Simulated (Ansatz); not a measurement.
**A computed series for Ti3SiC2: pressure series**

Consider Ti3SiC2 (space group P6_3/mmc, No. 194; a = 3.0728 Å, c = 17.7228 Å).

Cell and atoms are relaxed at each pressure.

The values are results of Ansatz (a program for electronic structure), PBE, PAW, cutoff 420 eV, no spin-orbit coupling, not measurements.

Notes on the quantities. enthalpy: H = E + PV relative to the base's energy.

```json
[
 {"case": "base", "shortest interatomic distance": "2.092 Å", "density": "4.49 g/cm³", "enthalpy": "–"},
 {"case": "pressure −2 GPa", "shortest interatomic distance": "2.097 Å", "density": "4.44 g/cm³", "enthalpy": "-0.15 eV/atom"},
 {"case": "pressure −1 GPa", "shortest interatomic distance": "2.095 Å", "density": "4.46 g/cm³", "enthalpy": "-0.08 eV/atom"},
 {"case": "pressure 0.3 GPa", "shortest interatomic distance": "2.091 Å", "density": "4.49 g/cm³", "enthalpy": "+0.02 eV/atom"},
 {"case": "pressure 0.7 GPa", "shortest interatomic distance": "2.090 Å", "density": "4.50 g/cm³", "enthalpy": "+0.05 eV/atom"},
 {"case": "pressure 1.5 GPa", "shortest interatomic distance": "2.088 Å", "density": "4.52 g/cm³", "enthalpy": "+0.11 eV/atom"},
 {"case": "pressure 3 GPa", "shortest interatomic distance": "…", "density": "…", "enthalpy": "+0.22 eV/atom"},
 {"case": "pressure 5 GPa", "shortest interatomic distance": "2.079 Å", "density": "4.60 g/cm³", "enthalpy": "+0.37 eV/atom"},
 {"case": "pressure 7.5 GPa", "shortest interatomic distance": "2.073 Å", "density": "4.66 g/cm³", "enthalpy": "+0.55 eV/atom"},
 {"case": "pressure 10 GPa", "shortest interatomic distance": "2.067 Å", "density": "4.71 g/cm³", "enthalpy": "+0.73 eV/atom"}
]
```

Task: What belongs in the blanks?

Result: 
- pressure 3 GPa, shortest interatomic distance: 2.084 Å
- pressure 3 GPa, density: 4.56 g/cm³

Load acts through the strain it causes; cell and atoms are relaxed under it. Whether these cells are dynamically stable was not tested. No other phases were tried under pressure. All final runs are without spin polarisation.
